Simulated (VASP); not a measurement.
Runs of VASP 6.6.1 on WSe2. The cell holds a slab with vacuum, 6 atoms: a = 3.284 Å, b = 3.284 Å, c = 27.831 Å, α = 90.00°, β = 90.00°, γ = 120.00°. 

```csv
task,level,potentials or basis,spin,cell,cutoff (eV),dipole correction,gap on the mesh (eV),largest force (eV/Å)
band structure,PBE+D3(BJ),"VASP PAW PBE potentials, release 64 (Se, W_sv)","SOC, no magnetisation","P-3m1, 43.33 Å³/atom",520,yes,-,0.04
band structure,PBE+D3(BJ),"VASP PAW PBE potentials, release 64 (Se, W_sv)",off,"P-3m1, 43.33 Å³/atom",520,yes,1.28,-
band structure,LDA,"VASP PAW LDA potentials, release 64 (Se, W_sv)",off,"P-3m1, 43.33 Å³/atom",520,yes,(a),0.53
relaxation of cell and atoms,PBE+D3(BJ),"VASP PAW PBE potentials, release 64 (Se, W_sv)",off,relaxed,600,-,1.28,-
```

Alike in all rows: k mesh 12 × 12 × 1; smearing gaussian 0.03 eV.

Problem. Estimate the missing entries.

Solution. (a) 1.23.

Caveats: spin-orbit coupling is left out, which moves the levels of the heavy elements (some runs).

A k mesh can miss the band edges, and rows without SOC leave out spin-orbit coupling on Se, W.
